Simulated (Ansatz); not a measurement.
A run of Ansatz 0.2.0:

The input input.yaml:

```yaml
crystal:
  lattice:
    - [0.0, 2.753244, 2.753244]
    - [2.753244, 0.0, 2.753244]
    - [2.753244, 2.753244, 0.0]
  atoms:
    - { symbol: Cd, position: [0.0, 0.0, 0.0] }
    - { symbol: S, position: [0.5, 0.5, 0.5] }
hamiltonian:
  xc: pbe
  pseudopotentials: { kind: paw }
kpoints:
  mp_grid: { grid: [8, 8, 8] }
scf:
  occupations: { method: fermi_dirac, width: 0.05 }
output:
  forces: true
  stress: true
  eigenvalues: true
  write_density: true
  write_potential: true
  elf: true
  volumetric_format: npy
relax:
  f_tol: 0.01
  max_steps: 40
  cell: { stress_tol: 0.05, p_target: 5.0 }
```

Potentials or basis: Ansatz PAW.

Launch:

```sh
$ ansatz run input.yaml --threads 2 --pin off --max-ram 5632MiB --backend cpu --events-out ev --progress --plain --runs-dir out
```

Hardware: 2 threads of Arm Neoverse V2 (shared host).

Question: How long does it take, and how much memory?

Answer: Wall time 3.2 s on 2 threads of Arm Neoverse V2 (shared host), peak memory 0.31 GiB. Counts: scf iterations 27, plane waves 749, k points 29, bands 17, ion steps 5.
